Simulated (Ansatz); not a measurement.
Crystal: CrO2.

```
Cr O
1.0
     4.42100    0.00000    0.00000
     0.00000    4.42100    0.00000
     0.00000    0.00000    2.91700
Cr O
2 4
Direct
  0.50000 0.50000 0.50000
  0.00000 0.00000 0.00000
  0.80100 0.19900 0.50000
  0.69900 0.69900 0.00000
  0.19900 0.80100 0.50000
  0.30100 0.30100 0.00000
```

Base run:

| Item | Value |
| --- | --- |
| Program | Ansatz 0.2.0 |
| Functional | PBE |
| Potentials or basis | Ansatz PAW |
| Cutoff | 420 eV (not typed: the program's choice for these potentials) |
| k mesh | 6 × 6 × 9 |
| Occupations | fermi-dirac, width 0.05 eV |
| Spin | no spin polarisation |

Its results: band gap on the k mesh none (metal or under the smearing width); pressure -4.8 GPa; largest force 0.258 eV/Å.

Problem. The run is repeated on the same cell with these changes: spin from no spin polarisation to collinear spin, random start. What comes out?

Solution. Band gap on the k mesh none (metal or under the smearing width); pressure 2.4 GPa; net moment 4.00 μB per cell; site moments Cr +1.72; O -0.06 μB; largest force 0.277 eV/Å.

Caveats: semilocal functionals often make such compounds metallic where correlation or magnetic order opens a gap, which also shifts bond lengths.
